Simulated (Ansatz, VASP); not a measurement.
## One calculation of Ca, two programs

File INCAR:

```
SYSTEM = Ca
ALGO = Normal
EDIFF = 1E-7
ENCUT = 520
GGA = PE
ISIF = 2
ISMEAR = -1
LASPH = .True.
LCHARG = .False.
LREAL = .False.
LWAVE = .False.
NBANDS = 11
NELM = 100
PREC = Accurate
SIGMA = 0.05
```

File KPOINTS:

```
k-points
0
Gamma
  8 8 8
  0 0 0
```

POSCAR

```
Ca
1.0
    0.0000000000      2.7942000000      2.7942000000
    2.7942000000      0.0000000000      2.7942000000
    2.7942000000      2.7942000000      0.0000000000
Ca
1
Direct
    0.0000000000      0.0000000000      0.0000000000
```

Contents of input.yaml:

```yaml
crystal:
  lattice:
    - [0.0, 2.7942, 2.7942]
    - [2.7942, 0.0, 2.7942]
    - [2.7942, 2.7942, 0.0]
  atoms:
    - { symbol: Ca, position: [0.0, 0.0, 0.0] }
hamiltonian:
  xc: pbe
  pseudopotentials: { kind: paw }
kpoints:
  mp_grid: { grid: [8, 8, 8] }
scf:
  occupations: { method: fermi_dirac, width: 0.05 }
output:
  forces: true
  stress: true
  eigenvalues: true
```

Alike in both runs: task single point; functional PBE; k mesh 8 × 8 × 8; occupations fermi-dirac, width 0.05 eV; no spin polarisation.

```csv
,VASP,Ansatz
version,VASP 6.6.1,Ansatz 0.2.0
potentials or method,"VASP PAW PBE potentials, release 64 (Ca_sv)",Ansatz PAW
plane-wave cutoff (eV),520,420
valence electrons in the cell,10,10
```

|  | VASP | Ansatz | Ansatz less VASP |
| --- | --- | --- | --- |
| gap on the k mesh at the Fermi level (eV) | none | none | - |
| pressure (GPa) | -0.5 | -0.6 | -0.01 |

A gap of «none» marks a metal or a gap that the smearing closes.
